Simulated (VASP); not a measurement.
# BP (F-43m) in VASP: a series of runs

The runs below take BP through band structure, with LDA, r2SCAN, TB-mBJ.

All numbers are computed with VASP 6.6.1; they aren't measurements. Logs are shortened: lines on timing, memory, paths and dates and some standing lists are left out, and cuts for length are marked.

## (1) Starting point

Symmetry: F-43m, No. 216, cubic system. The conventional cell has a = 4.521 Å, b = 4.521 Å, c = 4.521 Å, α = 90.00°, β = 90.00°, γ = 90.00°. Around B (site symmetry -43m) lie 4 P at 1.96 Å. P (site symmetry -43m) has 4 B at 1.96 Å as nearest neighbours.

## (2) Band structure, LDA

Input file INCAR:

```
ALGO = Fast ; EDIFF = 1E-6
ENCUT = 520 ; ISIF = 2
ISMEAR = 0 ; LASPH = True
LCHARG = False ; LREAL = False
LWAVE = False ; NELM = 80
PREC = Accurate ; SIGMA = 0.03
```

Input file KPOINTS:

```
k-points
0
Gamma
  10 10 10
```

Input file POSCAR:

```
BP                                      
1.0
    0.0000000000      2.2605516541      2.2605516541
    2.2605516541      0.0000000000      2.2605516541
    2.2605516541      2.2605516541      0.0000000000
  B               P             
     1     1
Direct
     0.0000000000000000    0.0000000000000000    0.0000000000000000
     0.2500000000000000    0.2500000000000000    0.2500000000000000
```

Input file KPOINTS_OPT:

```
explicit points
202
Reciprocal
 0.0000000000  0.0000000000  0.0000000000 1
 0.0555555556  0.0000000000  0.0555555556 1
 0.1111111111  0.0000000000  0.1111111111 1
 0.1666666667  0.0000000000  0.1666666667 1
 0.2222222222  0.0000000000  0.2222222222 1
 0.2777777778  0.0000000000  0.2777777778 1
[... 194 lines left out ...]
 0.5089373300  0.0178746600  0.5089373300 1
 0.4910626700 -0.0178746600  0.4910626700 1
```

Potentials or basis: VASP PAW LDA potentials, release 64 (B, P).

The run is started by

```console
$ cat potpaw_LDA.64/B/POTCAR potpaw_LDA.64/P/POTCAR > POTCAR
$ mpirun -np 1 vasp_std > vasp.out
```

OUTCAR:

```text
EDIFF = 1E-6
   ENCUT = 520
   ISIF = 2
   ISMEAR = 0
   LASPH = True
   LREAL = False
   NELM = 80
   PREC = Accurate

 ion  position               nearest neighbor table
   1  0.000  0.000  0.000-   2 1.96   2 1.96   2 1.96   2 1.96
   2  0.250  0.250  0.250-   1 1.96   1 1.96   1 1.96   1 1.96

  LATTYP: Found a face centered cubic cell.
 ALAT       =     4.5211033082

  Lattice vectors:

 A1 = (   0.0000000000,   2.2605516541,   2.2605516541)
 A2 = (   2.2605516541,   0.0000000000,   2.2605516541)
 A3 = (   2.2605516541,   2.2605516541,   0.0000000000)

Analysis of symmetry for initial positions (statically):
=====================================================================
 Subroutine PRICEL returns:
 Original cell was already a primitive cell.

 Routine SETGRP: Setting up the symmetry group for a
 face centered cubic supercell.

 Subroutine GETGRP returns: Found 24 space group operations
 (whereof 24 operations were pure point group operations)
 out of a pool of 48 trial point group operations.

The static configuration has the point symmetry T_d .

Analysis of symmetry for dynamics (positions and initial velocities):
=====================================================================
 Subroutine PRICEL returns:
 Original cell was already a primitive cell.

 Routine SETGRP: Setting up the symmetry group for a
 face centered cubic supercell.

 Subroutine GETGRP returns: Found 24 space group operations
 (whereof 24 operations were pure point group operations)
 out of a pool of 48 trial point group operations.

The dynamic configuration has the point symmetry T_d .

 Subroutine INISYM returns: Found 24 space group operations
 (whereof 24 operations are pure point group operations),
 and found     1 'primitive' translations

----------------------------------------------------------------------------------------

                                     Primitive cell

  volume of cell :      23.1033

  direct lattice vectors                    reciprocal lattice vectors
     0.000000000  2.260551654  2.260551654    -0.221184948  0.221184948  0.221184948
     2.260551654  0.000000000  2.260551654     0.221184948 -0.221184948  0.221184948
     2.260551654  2.260551654  0.000000000     0.221184948  0.221184948 -0.221184948

  length of vectors
     3.196902808  3.196902808  3.196902808     0.383103568  0.383103568  0.383103568

  position of ions in fractional coordinates (direct lattice)
     0.000000000  0.000000000  0.000000000
     0.250000000  0.250000000  0.250000000

  ion indices of the primitive-cell ions
   primitive index   ion index
                 1           1
                 2           2

----------------------------------------------------------------------------------------

 KPOINTS: k-points

Automatic generation of k-mesh.
 Grid dimensions read from file:
 generate k-points for:   10   10   10

 Generating k-lattice:

  Cartesian coordinates                     Fractional coordinates (reciprocal lattice)
    -0.022118495  0.022118495  0.022118495     0.100000000  0.000000000  0.000000000
     0.022118495 -0.022118495  0.022118495     0.000000000  0.100000000  0.000000000
     0.022118495  0.022118495 -0.022118495     0.000000000  0.000000000  0.100000000

  Length of vectors
     0.038310357  0.038310357  0.038310357

  Shift w.r.t. Gamma in fractional coordinates (k-lattice)
     0.000000000  0.000000000  0.000000000

 Subroutine IBZKPT returns following result:
 ===========================================

 Found     47 irreducible k-points:

 Following reciprocal coordinates:
            Coordinates               Weight
  0.000000  0.000000  0.000000      1.000000
  0.100000  0.000000  0.000000      8.000000
  0.200000  0.000000  0.000000      8.000000
  0.300000  0.000000  0.000000      8.000000
  0.400000  0.000000  0.000000      8.000000
  0.500000  0.000000  0.000000      4.000000
[... 16 lines left out ...]
  0.300000  0.300000  0.000000      6.000000
  0.400000  0.300000  0.000000     24.000000
 [... further k-points ...]
   k-points           NKPTS =     47   k-points in BZ     NKDIM =     47   number of bands    NBANDS=      8
   number of dos      NEDOS =    301   number of ions     NIONS =      2
   total plane-waves  NPLWV =  13824
   dimension x,y,z NGX =    24 NGY =   24 NGZ =   24
   dimension x,y,z NGXF=    48 NGYF=   48 NGZF=   48
   ions per type =               1   1
   NGX,Y,Z   is equivalent  to a cutoff of  12.48, 12.48, 12.48 a.u.
   NGXF,Y,Z  is equivalent  to a cutoff of  24.96, 24.96, 24.96 a.u.
 SYSTEM =  unknown system
   PREC   = accura    normal or accurate (medium, high low for compatibility)
   ISTART =      0    job   : 0-new  1-cont  2-samecut
   ICHARG =      2    charge: 1-file 2-atom 10-const
   ISPIN  =      1    spin polarized calculation?
   LNONCOLLINEAR =      F non collinear calculations
   LSORBIT =      F    spin-orbit coupling
   LASPH  =      T    aspherical Exc in radial PAW
[... 68 lines left out ...]
      8      15.0801      0.00000

 k-point     2 :       0.1000    0.0000    0.0000
  band No.  band energies     occupation
      1      -7.7674      2.00000
      2       6.2406      2.00000
      3       7.2437      2.00000
      4       7.2437      2.00000
      5      11.3460      0.00000
      6      11.3460      0.00000
      7      11.3742      0.00000
      8      15.5752      0.00000

 k-point     3 :       0.2000    0.0000    0.0000
  band No.  band energies     occupation
      1      -7.2292      2.00000
      2       3.8935      2.00000
      3       6.6827      2.00000
      4       6.6827      2.00000
      5      11.5960      0.00000
      6      12.0653      0.00000
      7      12.0653      0.00000
      8      16.6536      0.00000

 k-point     4 :       0.3000    0.0000    0.0000
  band No.  band energies     occupation
      1      -6.3633      2.00000
      2       1.5214      2.00000
      3       6.1929      2.00000
      4       6.1929      2.00000
      5      11.5274      0.00000
      6      12.3857      0.00000
      7      12.3857      0.00000
      8      17.4372      0.00000

 k-point     5 :       0.4000    0.0000    0.0000
  band No.  band energies     occupation
      1      -5.2798      2.00000
      2      -0.5185      2.00000
      3       5.8830      2.00000
      4       5.8830      2.00000
      5      11.4281      0.00000
      6      12.3066      0.00000
      7      12.3066      0.00000
      8      17.5519      0.00000

 k-point     6 :       0.5000    0.0000    0.0000
  band No.  band energies     occupation
      1      -4.5748      2.00000
      2      -1.5493      2.00000
      3       5.7785      2.00000
      4       5.7785      2.00000
      5      11.3887      0.00000
      6      12.2277      0.00000
      7      12.2277      0.00000
      8      17.5010      0.00000

 k-point     7 :       0.1000    0.1000    0.0000
  band No.  band energies     occupation
      1      -7.7067      2.00000
      2       6.6887      2.00000
      3       6.6887      2.00000
      4       6.7736      2.00000
      5      10.4859      0.00000
      6      12.0516      0.00000
      7      12.0516      0.00000
      8      15.3916      0.00000
[... 133 lines left out ...]
 k-point    20 :      -0.4000    0.2000    0.0000
  band No.  band energies     occupation
      1      -4.1109      2.00000
      2      -0.8810      2.00000
      3       2.9814      2.00000
      4       5.0377      2.00000
      5      10.8181      0.00000
      6      14.1744      0.00000
      7      14.5387      0.00000
      8      17.6565      0.00000

 k-point    21 :      -0.3000    0.2000    0.0000
  band No.  band energies     occupation
      1      -5.0577      2.00000
      2       0.5509      2.00000
      3       2.8529      2.00000
      4       5.6124      2.00000
      5      11.3980      0.00000
      6      13.6685      0.00000
      7      14.4594      0.00000
      8      16.8526      0.00000

 k-point    22 :      -0.2000    0.2000    0.0000
  band No.  band energies     occupation
      1      -6.0696      2.00000
      2       2.3080      2.00000
      3       3.3286      2.00000
      4       6.2944      2.00000
      5      11.9988      0.00000
      6      12.8535      0.00000
      7      13.9242      0.00000
      8      15.8665      0.00000

 k-point    23 :       0.3000    0.3000    0.0000
  band No.  band energies     occupation
      1      -5.8175      2.00000
      2       2.7633      2.00000
      3       4.2943      2.00000
      4       4.2943      2.00000
      5       9.0068      0.00000
      6      11.3638      0.00000
      7      16.4044      0.00000
      8      16.4044      0.00000

 k-point    24 :       0.4000    0.3000    0.0000
  band No.  band energies     occupation
      1      -4.9851      2.00000
      2       1.4284      2.00000
      3       3.4535      2.00000
      4       3.9981      2.00000
      5       9.2922      0.00000
      6      11.0792      0.00000
      7      17.0245      0.00000
      8      17.0279      0.00000

 [... further k-points ...]

------------------------ aborting loop because EDIFF is reached ----------------------------------------

  FORCE on cell =-STRESS in cart. coord.  units (eV):
  Direction    XX          YY          ZZ          XY          YZ          ZX
  --------------------------------------------------------------------------------------
  -------------------------------------------------------------------------------------
  Total       -0.5124896     -0.5124896     -0.5124896      0.0000000      0.0000000      0.0000000
  in kB      -35.5404048    -35.5404048    -35.5404048      0.0000000      0.0000000      0.0000000
  external PRESSURE =     -35.5404048 kB  Pullay stress =       0.0000000 kB

 VOLUME and BASIS-vectors are now :
 -----------------------------------------------------------------------------
  energy-cutoff  :      520.00
  volume of cell :       23.10
      direct lattice vectors                 reciprocal lattice vectors
     0.000000000  2.260551654  2.260551654    -0.221184948  0.221184948  0.221184948
     2.260551654  0.000000000  2.260551654     0.221184948 -0.221184948  0.221184948
     2.260551654  2.260551654  0.000000000     0.221184948  0.221184948 -0.221184948

 POSITION                                       TOTAL-FORCE (eV/Angst)
 -----------------------------------------------------------------------------------
      0.00000      0.00000      0.00000        -0.000000     -0.000000      0.000000
      1.13028      1.13028      1.13028         0.000000      0.000000     -0.000000
 -----------------------------------------------------------------------------------
    total drift:                                0.000000      0.000000      0.000000

  FREE ENERGIE OF THE ION-ELECTRON SYSTEM (eV)
  ---------------------------------------------------
  free  energy   TOTEN  =       -14.3942213271 eV

  energy  without entropy=      -14.3942213271  energy(sigma->0) =      -14.39422133
```

Wall time 15 s (1 thread of Intel Xeon Platinum 8259CL at 2.50GHz (Skylake/Cascade Lake), shared host); peak memory 0.13 GiB.

Results:

```yaml
Free_energy: -14.3942 eV
Pressure: -3.6 GPa
Band_gap_on_the_k_mesh: 1.17 eV, indirect (least direct gap 3.40 eV)
Band_gap_along_the_path: 1.18 eV, indirect (least direct gap 3.40 eV)
```

Levels at the corners of the path, in eV from the valence-band top:
```csv
point,band 1,band 2,band 3,band 4,band 5,band 6,band 7,band 8
Γ,-15.49,0.00,0.00,0.00,3.40,3.40,3.40,7.54
X,-10.60,-8.54,-4.15,-4.15,1.28,1.54,12.10,12.10
X,-10.60,-8.54,-4.15,-4.15,1.28,1.54,12.10,12.10
W,-10.31,-7.98,-5.76,-5.56,5.25,6.69,7.24,7.53
W,-10.31,-7.98,-5.76,-5.56,5.25,6.69,7.24,7.53
K,-10.59,-8.11,-6.32,-3.53,2.07,5.95,9.73,10.66
K,-10.59,-8.11,-6.32,-3.53,2.07,5.95,9.73,10.66
Γ,-15.49,0.00,0.00,0.00,3.40,3.40,3.40,7.54
Γ,-15.49,0.00,0.00,0.00,3.40,3.40,3.40,7.54
L,-12.12,-9.09,-1.76,-1.76,3.85,4.69,4.69,9.96
L,-12.12,-9.09,-1.76,-1.76,3.85,4.69,4.69,9.96
U,-10.59,-8.11,-6.32,-3.53,2.07,5.95,9.73,10.66
U,-10.59,-8.11,-6.32,-3.53,2.07,5.95,9.73,10.66
W,-10.31,-7.98,-5.76,-5.56,5.25,6.69,7.24,7.53
W,-10.31,-7.98,-5.76,-5.56,5.25,6.69,7.24,7.53
L,-12.12,-9.09,-1.76,-1.76,3.85,4.69,4.69,9.96
L,-12.12,-9.09,-1.76,-1.76,3.85,4.69,4.69,9.96
K,-10.59,-8.11,-6.32,-3.53,2.07,5.95,9.73,10.66
U,-10.59,-8.11,-6.32,-3.53,2.07,5.95,9.73,10.66
X,-10.60,-8.54,-4.15,-4.15,1.28,1.54,12.10,12.10
```

## (3) Band structure, r2SCAN

Input file INCAR:

```
ALGO = Normal ; EDIFF = 1E-6
ENCUT = 520 ; ISIF = 2
ISMEAR = 0 ; LASPH = True
LCHARG = False ; LMIXTAU = True
LREAL = False ; LWAVE = False
METAGGA = R2SCAN ; NELM = 80
PREC = Accurate ; SIGMA = 0.03
```

KPOINTS is that of step 2.

POSCAR is that of step 2.

KPOINTS_OPT is that of step 2.

Potentials or basis: VASP PAW PBE potentials, release 64 (B, P).

The run is started by

```console
$ cat potpaw_PBE.64/B/POTCAR potpaw_PBE.64/P/POTCAR > POTCAR
$ mpirun -np 1 vasp_std > vasp.out
```

Run time: 62 s. Hardware: 1 thread of Intel Xeon Platinum 8259CL at 2.50GHz (Skylake/Cascade Lake), shared host; peak memory 0.14 GiB.

It converged, with:

```
Free energy             : -17.3106 eV
Pressure                : 1.3 GPa
Band gap on the k mesh  : 1.43 eV, indirect (least direct gap 3.66 eV)
Band gap along the path : 1.44 eV, indirect (least direct gap 3.66 eV)
```

Levels at the corners of the path, in eV from the valence-band top:
```
point  band 1  band 2  band 3  band 4  band 5  band 6  band 7  band 8
    Γ  -16.36    0.00    0.00    0.00    3.66    3.66    3.66    8.19
    X  -11.14   -9.19   -4.39   -4.39    1.52    1.90   13.17   13.17
    X  -11.14   -9.19   -4.39   -4.39    1.52    1.90   13.17   13.17
    W  -10.85   -8.66   -5.99   -5.79    5.78    7.22    7.88    8.02
    W  -10.85   -8.66   -5.99   -5.79    5.78    7.22    7.88    8.02
    K  -11.16   -8.75   -6.57   -3.74    2.39    6.48   10.51   11.51
    K  -11.16   -8.75   -6.57   -3.74    2.39    6.48   10.51   11.51
    Γ  -16.36    0.00    0.00    0.00    3.66    3.66    3.66    8.19
    Γ  -16.36    0.00    0.00    0.00    3.66    3.66    3.66    8.19
    L  -12.83   -9.58   -1.88   -1.88    4.21    5.04    5.04   10.96
    L  -12.83   -9.58   -1.88   -1.88    4.21    5.04    5.04   10.96
    U  -11.16   -8.75   -6.57   -3.74    2.39    6.48   10.51   11.51
    U  -11.16   -8.75   -6.57   -3.74    2.39    6.48   10.51   11.51
    W  -10.85   -8.66   -5.99   -5.79    5.78    7.22    7.88    8.02
    W  -10.85   -8.66   -5.99   -5.79    5.78    7.22    7.88    8.02
    L  -12.83   -9.58   -1.88   -1.88    4.21    5.04    5.04   10.96
    L  -12.83   -9.58   -1.88   -1.88    4.21    5.04    5.04   10.96
    K  -11.16   -8.75   -6.57   -3.74    2.39    6.48   10.51   11.51
    U  -11.16   -8.75   -6.57   -3.74    2.39    6.48   10.51   11.51
    X  -11.14   -9.19   -4.39   -4.39    1.52    1.90   13.17   13.17
```

Caveat: the PAW data sets were made with another functional, which shifts forces and pressure a little. r2SCAN opens gaps a little over a GGA but as a rule still falls short of measured ones.

## (4) Band structure, TB-mBJ

POSCAR is that of step 3.

Input file INCAR.step1:

```
ALGO = Normal ; EDIFF = 1E-5
ENCUT = 520 ; GGA = PE
ISIF = 2 ; ISMEAR = 0
LASPH = True ; LCHARG = False
LREAL = False ; LWAVE = True
NELM = 80 ; PREC = Accurate
SIGMA = 0.03
```

Input file INCAR.step2:

```
ALGO = Normal ; EDIFF = 1E-6
ENCUT = 520 ; ISIF = 2
ISMEAR = 0 ; ISTART = 1
LASPH = True ; LCHARG = False
LREAL = False ; LWAVE = False
METAGGA = MBJ ; NELM = 80
PREC = Accurate ; SIGMA = 0.03
```

KPOINTS is that of step 3.

KPOINTS_OPT is that of step 3.

The run is started by

```console
$ cat potpaw_PBE.64/B/POTCAR potpaw_PBE.64/P/POTCAR > POTCAR
$ cp INCAR.step1 INCAR
$ mpirun -np 1 vasp_std > vasp.out
$ cp INCAR.step2 INCAR
$ mpirun -np 1 vasp_std > vasp.out
```

Run time: 59 s. Hardware: 1 thread of Intel Xeon Platinum 8259CL at 2.50GHz (Skylake/Cascade Lake), shared host; peak memory 0.14 GiB.

Results (log left out):

```
Band gap on the k mesh  : 2.07 eV, indirect (least direct gap 4.28 eV)
Band gap along the path : 2.08 eV, indirect (least direct gap 4.28 eV)
```

Levels at the corners of the path, in eV from the valence-band top:
```
point  band 1  band 2  band 3  band 4  band 5  band 6  band 7  band 8
    Γ  -15.42    0.00    0.00    0.00    4.28    4.28    4.28    8.62
    X  -10.45   -8.63   -4.00   -4.00    2.17    2.50   13.78   13.78
    X  -10.45   -8.63   -4.00   -4.00    2.17    2.50   13.78   13.78
    W  -10.19   -8.17   -5.42   -5.24    6.17    7.47    8.31    8.57
    W  -10.19   -8.17   -5.42   -5.24    6.17    7.47    8.31    8.57
    K  -10.49   -8.22   -5.97   -3.39    3.00    6.85   11.05   12.01
    K  -10.49   -8.22   -5.97   -3.39    3.00    6.85   11.05   12.01
    Γ  -15.42    0.00    0.00    0.00    4.28    4.28    4.28    8.62
    Γ  -15.42    0.00    0.00    0.00    4.28    4.28    4.28    8.62
    L  -12.08   -8.91   -1.70   -1.70    4.64    5.63    5.63   11.38
    L  -12.08   -8.91   -1.70   -1.70    4.64    5.63    5.63   11.38
    U  -10.49   -8.22   -5.97   -3.39    3.00    6.85   11.05   12.01
    U  -10.49   -8.22   -5.97   -3.39    3.00    6.85   11.05   12.01
    W  -10.19   -8.17   -5.42   -5.24    6.17    7.47    8.31    8.57
    W  -10.19   -8.17   -5.42   -5.24    6.17    7.47    8.31    8.57
    L  -12.08   -8.91   -1.70   -1.70    4.64    5.63    5.63   11.38
    L  -12.08   -8.91   -1.70   -1.70    4.64    5.63    5.63   11.38
    K  -10.49   -8.22   -5.97   -3.39    3.00    6.85   11.05   12.01
    U  -10.49   -8.22   -5.97   -3.39    3.00    6.85   11.05   12.01
    X  -10.45   -8.63   -4.00   -4.00    2.17    2.50   13.78   13.78
```

Caveat: the PAW data sets were made with another functional, which shifts forces and pressure a little.

## (5) Summary

```csv
level,potentials or basis,further INCAR settings,gap on the mesh (eV),pressure (GPa)
LDA,"VASP PAW LDA potentials, release 64 (B, P)",ALGO = Fast; EDIFF = 1e-06,1.17,-3.6
r2SCAN,"VASP PAW PBE potentials, release 64 (B, P)",ALGO = Normal; EDIFF = 1e-06,1.43,1.3
TB-mBJ,"VASP PAW PBE potentials, release 64 (B, P)",ALGO = Normal; EDIFF = 1e-06,2.07,-
```

Alike in all rows: task band structure; no spin polarisation; cell as given; k mesh 10 × 10 × 10; cutoff (eV) 520; smearing gaussian 0.03 eV.

Caveats: the PAW data sets were made with another functional, which shifts forces and pressure a little (some runs).

Absolute energies hang on the potentials; compare differences alone.
